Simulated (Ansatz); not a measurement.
The system is Pt.

```
Pt
1.0
     0.00000    1.96090    1.96090
     1.96090    0.00000    1.96090
     1.96090    1.96090    0.00000
Pt
1
Direct
  0.00000 0.00000 0.00000
```

Below is the output of Ansatz 0.2.0 for this cell. Logs are shortened: lines on timing, memory, paths and dates and some standing lists are left out, and cuts for length are marked.

```text
Warning: the checks of this Pt dataset prove no rule for summing its radial tables, as where they were carried onto another mesh than they were made on, and Gregory's rule is taken, under which a leading mesh point left out moves its sums only by what lay on the interval it spanned. That does not make them correct, and they differ from Quantum ESPRESSO's on this file; a re-export a fraction of a mesh step off can move them. hamiltonian.pseudopotentials.radial_quadrature: simpson_from_first_knot sums it by `pw.x`'s rule; on a PAW file no value gives `pw.x`'s numbers. What more to know: hamiltonian.pseudopotentials.radial_quadrature, in the input reference
Warning: RAYON_NUM_THREADS=2 ignored (pool sized by the plan → 2); use --threads N
scf.n_extra_bands = 6 over 5 filled bands (N_el = 10.0): the run solves 11 bands
Engine: ansatz 0.2.0, aarch64-unknown-linux-gnu
Pseudopotentials: kind: paw
Pseudopotential: Pt, paw, valence charge 10, recommended cutoff 750 eV (normal), Pt.paw.azcp
Functional definition: PBE
  parameter kappa = 0.804
  parameter beta = 0.06672455060314922
  exchange = pbe_x(kappa = kappa, mu = beta*pi^2/3)
  correlation = pbe_c(beta = beta)
Crystal: 1 atoms, lattice volume = 15.080 Å³
Basis set: ecut = 750 eV, 725 PW (Γ), exchange–correlation on 50×50×50 points (8 copies of the dense FFT grid, shifted against one another)
Bands: 11, of which v1, the nominal top of the filled ones, is band 5 counted from 1 (4 counted from 0)
Symmetry: 48 space group operations
Space group: Fm-3m (ITA 225), of the structure as read, at distance tolerance 2.5e-5 Å
k-points: 72 of 1728
Non-local potential: Pt, projectors of the file, l = 0: 2, l = 1: 2, l = 2: 2
PAW form: soft (Blöchl's): semilocal exchange-correlation on the pseudo side does not see the compensation charge
PAW one-centre angular grid: Pt, 590 points (default); XC on 64 Gauss nodes
Initial density: superposition of atomic densities (chi_scale 0.1, normalization cell)
Initial wavefunctions: pseudopotential atomic-orbital guess
Functional: x = pbe(κ = 0.804, μ = 0.2195149727645171), c = pbe(β = 0.06672455060314922)
SCF iter   1: F=—  HF=-10167.658016 eV  |F-HF|=—  |Δ(HF+E_count)|=         —  Δρ=7.41e-2  dr2=7.84e-1  ethr=3.10e-3  ⟨swp⟩=8.9  Hψ=8535  notcnv=0  defer=14
preconditioner: auto → none  [metal: Δε(μ)=0.025 eV  Ē_g=17.993 eV  σ=0.050 eV  W_gap=0.12  n_scr=0 (ndim 8)  ℏωp=30.2 eV  f_vac=0.000  D(μ)=1.93/eV (n_scr^D=26)]
SCF iter   2: F=—  HF=-10167.376991 eV  |F-HF|=—  |Δ(HF+E_count)|=   2.81e-1  Δρ=1.34e-2  dr2=1.05e-2  ethr=3.10e-3  ⟨swp⟩=2.9  Hψ=1967  notcnv=0  defer=92
SCF iter   3: F=—  HF=-10167.364690 eV  |F-HF|=—  |Δ(HF+E_count)|=   1.23e-2  Δρ=5.93e-3  dr2=3.13e-3  ethr=1.05e-4  ⟨swp⟩=2.7  Hψ=1430  notcnv=0  defer=92
SCF iter   4: F=—  HF=-10167.362856 eV  |F-HF|=—  |Δ(HF+E_count)|=   1.83e-3  Δρ=7.83e-4  dr2=2.44e-5  ethr=3.13e-5  ⟨swp⟩=2.1  Hψ=1049  notcnv=0  defer=92
SCF iter   5: F=—  HF=-10167.362899 eV  |F-HF|=—  |Δ(HF+E_count)|=   4.29e-5  Δρ=1.28e-4  dr2=4.61e-7  ethr=2.44e-7  ⟨swp⟩=2.1  Hψ=1083  notcnv=0  defer=92
SCF iter   6: F=-10167.362898 eV  HF=-10167.362898 eV  |F-HF|=9.68e-10  |Δ(HF+E_count)|=   7.38e-7  Δρ=9.83e-6  dr2=4.73e-9  ethr=1.00e-9  ⟨swp⟩=12.8  Hψ=5523  notcnv=0
SCF 1 converged in 6 iterations: F = -10167.362898 eV  dr2 = 4.73e-9
  greatest PAW one-centre occupation: 0.809 electrons in one spin orbital (limit 2), on the Pt atom at site 0 (counted from 0), in its partial waves of l = 2
NSCF: frozen V_eff on 142 k-points
SCF converged after 6 iterations
Free energy (F): -10167.362898 eV
Harris-Foulkes:  -10167.362898 eV  (|F-HF|=9.68e-10)
Internal energy: -10167.347381 eV  (E = F + TS)
E sigma→0 (E₀):  -10167.355139 eV
Entropy (-TS):   -0.015518 eV (-15.518 meV/atom)
Fermi energy:    17.853894 eV
--- Per-component energies (eV) ---
  E_band       = 142.076450
  E_kinetic    = 224.004061
  E_local      = -159.153853  (includes V_loc(G=0)·N_el)
  E_nonlocal   = 193.238363
  E_hartree    = 55.371795
  E_xc         = -79.327591
  E_vxc        = -92.164608  (∫ρ·V_xc dr)
  E_paw        = -9559.769928  (= ΣΔE_a)
  E_vpaw       = -134.592383  (= ΣTr[D̂ρ^β])
  E_aug_tail   = 0.000063  (compensation charges beyond the density's cutoff)
  E_ewald      = -841.710292
  E_smearing   = -0.015518  (= −TS)
  E_closure    = -0.000000  (closes the sum)
  Σ components = -10167.362898   (vs F -10167.362898, Δ=0.00e0)
--- Forces (eV/Å), atoms counted from 1 ---
  atom   1  Pt    -0.00000000     0.00000000    -0.00000000
  max |Σ_I F_I| component: 1.54e-33 eV/Å
--- Stress (GPa, compression-positive) ---
       10.947015       0.000000       0.000000
        0.000000      10.947015       0.000000
        0.000000      -0.000000      10.947015
  P = ⅓ Tr σ = 10.9470 GPa (109.470 kbar)
--- Band table (eV; the first three rows and the last of 72) ---
  k-point 0: bands = ["7.6147", "14.0507", "14.0507", "14.0507", "16.2058", "16.2058", "33.2648", "38.1964", "38.1964", "38.1964", "42.8739"]
  k-point 1: bands = ["7.8915", "13.9316", "14.1594", "14.1594", "16.1489", "16.1489", "33.6746", "36.6973", "38.5948", "38.5948", "44.2344"]
  k-point 2: bands = ["8.6596", "13.6929", "14.3801", "14.3801", "16.1048", "16.1048", "34.0990", "34.6472", "39.6711", "39.6711", "42.9528"]
  k-point 71: bands = ["12.1695", "13.2843", "13.2843", "15.8458", "18.3320", "25.0299", "26.1567", "26.1567", "29.8857", "43.1267", "43.1267"]
```

What input gives this log?

Band structure with PBE, no spin polarisation. The files as run (others can give the same):

input.yaml
```yaml
crystal:
  lattice:
    - [0.0, 1.9609, 1.9609]
    - [1.9609, 0.0, 1.9609]
    - [1.9609, 1.9609, 0.0]
  atoms:
    - { symbol: Pt, position: [0.0, 0.0, 0.0] }
hamiltonian:
  xc: pbe
  pseudopotentials: { kind: paw, source: jth }
kpoints:
  mp_grid: { grid: [12, 12, 12] }
  band_path:
    path:
      - [[0.0, 0.0, 0.0], [0.5, 0.0, 0.5], [0.5, 0.25, 0.75], [0.375, 0.375, 0.75], [0.0, 0.0, 0.0], [0.5, 0.5, 0.5], [0.625, 0.25, 0.625], [0.5, 0.25, 0.75], [0.5, 0.5, 0.5], [0.375, 0.375, 0.75]]
      - [[0.625, 0.25, 0.625], [0.5, 0.0, 0.5]]
    npoints: 14
scf:
  occupations: { method: fermi_dirac, width: 0.05 }
  n_extra_bands: 6
output:
  forces: true
  stress: true
  eigenvalues: true
  fatbands: false
```

Potentials or basis: JTH PAW.
Command:
```console
$ ansatz run input.yaml --threads 2 --pin off --max-ram 5632MiB --backend cpu --events-out ev --progress --plain --runs-dir out
```

Caveat: spin-orbit coupling is left out, which moves the levels of the heavy elements.
